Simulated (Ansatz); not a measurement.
This P structure is the end of a relaxation. The cell was found from a structure generator's guess, not taken from experiment.

All numbers below come from Ansatz, DFT PBE, scalar-relativistic, plane waves, PAW. Cutoff 420 eV, Γ-centred mesh, Gaussian smearing, no spin polarisation.

```
CELL_PARAMETERS angstrom
-2.29250 2.29250 3.30107
2.29250 -2.29250 3.30107
2.29250 2.29250 -3.30107
ATOMIC_POSITIONS crystal
P 0.25000 0.75000 0.50000
P 0.75000 0.25000 0.50000
P 0.67411 0.67411 0.00000
P 0.32589 0.32589 0.00000
```

Energies count from the standard state of P at the same level. The references include black phosphorus.

Problem. What space group does it have?

Solution. I4/mmm (No. 139). Conventional cell: a = 4.585 Å, c = 6.602 Å. P on a site of symmetry -4m2 is surrounded by 4 P at 2.35 Å; around P on a site of symmetry 4mm lie 5 P at 2.30–2.35 Å.

Problem. How far does it lie from the standard state of P?

Solution. +0.24 eV/atom. It lies above the standard state, so it could only be metastable.

Problem. Is it a metal?

Solution. Yes, bands cross the Fermi level on the 14×14×14 mesh.

The last run used a 14×14×14 mesh for its 4-atom cell and Gaussian smearing of 0.10 eV. The reference form of P is held partly by dispersion forces, which this level lacks. Symmetry constrained the relaxation, so the result can be a saddle point. Another cell of P relaxed alike, in Pm-3m, lies 153 meV/atom lower, so this cell isn't the stable form at this level.
